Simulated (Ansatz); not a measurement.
HfS2 in the CdI2 structure: an Ansatz output whose functional has been blanked. The cell was relaxed beforehand with r2SCAN+rVV10.

```cif
data_structure
_symmetry_space_group_name_H-M 'P 1'
_symmetry_Int_Tables_number 1
_cell_length_a 3.6303
_cell_length_b 3.6303
_cell_length_c 5.8784
_cell_angle_alpha 90.000
_cell_angle_beta 90.000
_cell_angle_gamma 120.000
_cell_volume 67.09
loop_
_atom_site_label
_atom_site_type_symbol
_atom_site_fract_x
_atom_site_fract_y
_atom_site_fract_z
_atom_site_occupancy
Hf1 Hf 0.00000 0.00000 0.00000 1
S1 S 0.33333 0.66667 0.24463 1
S2 S 0.66667 0.33333 0.75537 1
```

```
Crystal: 3 atoms, lattice volume = 67.092 Å³
Basis set: ecut = 420 eV, 1315 PW (Γ)
Bands: 46, of which v1, the nominal top of the filled ones, is band 38 counted from 1 (37 counted from 0)
Symmetry: 12 space group operations + 12 with time reversal
Magnetic group: BNS 164.86 (UNI 1316)
k-points: 14 of 72
[warm-up without exact exchange]
SCF 1 stopped early in 7 iterations: F = -17548.788761 eV  dr2 = 3.95e-5
[exact exchange on]
preconditioner: auto → none  [insulator: Δε(μ)=1.917 eV  ℏωp=24.8 eV]
SCF 2 stopped early in 7 iterations: F = -17533.746055 eV  dr2 = 9.82e-7
hybrid outer 1: dexx = +1.651e-2 eV, tail = 1.13e-3 eV
SCF 3 converged in 4 iterations: F = -17533.745803 eV  dr2 = 1.08e-8
hybrid outer 2: dexx = +1.721e-6 eV, tail = 1.14e-7 eV, Δε = 6.82e-3 eV
hybrid SCF converged: 2 outer / 11 inner (+7 warm-up)
Free energy (F): -17533.745803 eV
Fermi energy:    8.549400 eV
--- Band table (eV; the first three rows and the last of 14) ---
  k-point 0: bands = […, 5.3893, 5.3893, 8.2695, 8.2695, 8.4812, 8.4812, 8.5494, 8.5494, 11.3628, 11.3628, 11.4109, 11.4109, 12.1791, 12.1791, …]
  k-point 1: bands = […, 5.4346, 5.4346, 6.5236, 6.5236, 8.1721, 8.1721, 8.3353, 8.3353, 11.3325, 11.3325, 11.3600, 11.3600, 12.4328, 12.4328, …]
  k-point 2: bands = […, 5.5416, 5.5416, 6.7005, 6.7005, 7.7510, 7.7510, 8.4257, 8.4257, 11.2555, 11.2555, 12.1793, 12.1793, 12.6292, 12.6292, …]
  k-point 13: bands = […, 4.4606, 4.4606, 6.0272, 6.0272, 6.4830, 6.4830, 6.4907, 6.4907, 12.2748, 12.2748, 12.8003, 12.8003, 13.0191, 13.0191, …]
```

bands.tsv, columns around the gap (it counts bands from 0):
```tsv
# k_distance	band_28	band_29	band_30	band_31	band_32	band_33	band_34	band_35	band_36	band_37	band_38	band_39	band_40	band_41	band_42	band_43	band_44	band_45
# fermi_ev = 8.549400
# [0, 0, 0] at k_distance = 0.000000
# [0.5, 0, 0] at k_distance = 0.999258
# [0.3333333333, 0.3333333333, 0] at k_distance = 1.576179
# [0, 0, 0.5] at k_distance = 2.847783
# [0.5, 0, 0.5] at k_distance = 3.847040
# [0.3333333333, 0.3333333333, 0.5] at k_distance = 4.423962
# [-0.083333, 0.002604, 0.002604] at k_distance = 5.825155
# [0, 0.5, 0.5] at k_distance = 7.035148
# [0, 0.25, 0.25] at k_distance = 7.601746
# levels_relative_to = fermi_ev
0.000	-3.183	-3.183	-3.160	-3.160	-0.280	-0.280	-0.068	-0.068	0.000	0.000	2.813	2.813	2.862	2.862	3.630	3.630	6.399	6.399
0.999	-3.329	-3.329	-2.829	-2.829	-2.777	-2.777	-2.247	-2.247	-1.551	-1.551	1.974	1.974	5.014	5.014	5.280	5.280	7.372	7.372
1.576	-4.056	-4.056	-3.899	-3.899	-2.498	-2.498	-2.415	-2.415	-1.931	-1.931	3.484	3.484	4.586	4.586	4.844	4.844	6.639	6.639
2.848	-3.138	-3.138	-3.115	-3.115	-2.026	-2.026	-0.377	-0.377	-0.214	-0.214	2.783	2.783	2.811	2.811	3.883	3.883	6.883	6.883
3.847	-3.986	-3.986	-2.999	-2.999	-2.643	-2.643	-1.371	-1.371	-1.004	-1.004	1.842	1.842	5.032	5.032	5.299	5.299	6.550	6.550
4.424	-4.173	-4.173	-4.089	-4.089	-2.522	-2.522	-2.066	-2.066	-2.059	-2.059	3.725	3.725	4.251	4.251	4.470	4.470	7.282	7.282
5.825	-3.279	-3.279	-3.126	-3.126	-0.715	-0.715	-0.348	-0.348	-0.002	-0.002	2.859	2.859	3.084	3.084	3.744	3.744	6.017	6.017
7.035	-3.986	-3.986	-2.999	-2.999	-2.643	-2.643	-1.371	-1.371	-1.004	-1.004	1.842	1.842	5.032	5.032	5.299	5.299	6.550	6.550
7.602	-3.606	-3.606	-2.956	-2.956	-2.881	-2.881	-1.096	-1.096	-0.446	-0.446	2.369	2.369	4.199	4.199	4.863	4.863	6.001	6.001
```
In order the rows are Γ, M, K, A, L, H, (-0.083, 0.003, 0.003), L, (0, 1/4, 1/4).

**Question.** Which functional gave these numbers?
A. r2SCAN+SOC
B. PBE
C. PBE+SOC
D. HSE06+SOC

**Answer.** D. HSE06+SOC. The exchange loop shows exact exchange. Each band holds one electron and the count is doubled, so the run is non-collinear with spin-orbit coupling. With HSE06+SOC the valence top lies at Γ and the conduction bottom at L, 1.84 eV higher; the smallest vertical gap, at Γ, is 2.81 eV.

Command: `ansatz run input.yaml --threads 4 --pin off --max-ram 7372MiB --backend cpu --events-out ev --progress --plain --runs-dir out`. Wall time 110 s on 4 threads of Intel(R) Xeon(R) Platinum 8488C (Sapphire Rapids), on a shared host, load about 0.3 per core; peak host memory 2.5 GiB.

Non-magnetic throughout; all numbers are computed.

The meshes of the hybrids are coarse, so their gaps aren't converged to the digits shown.
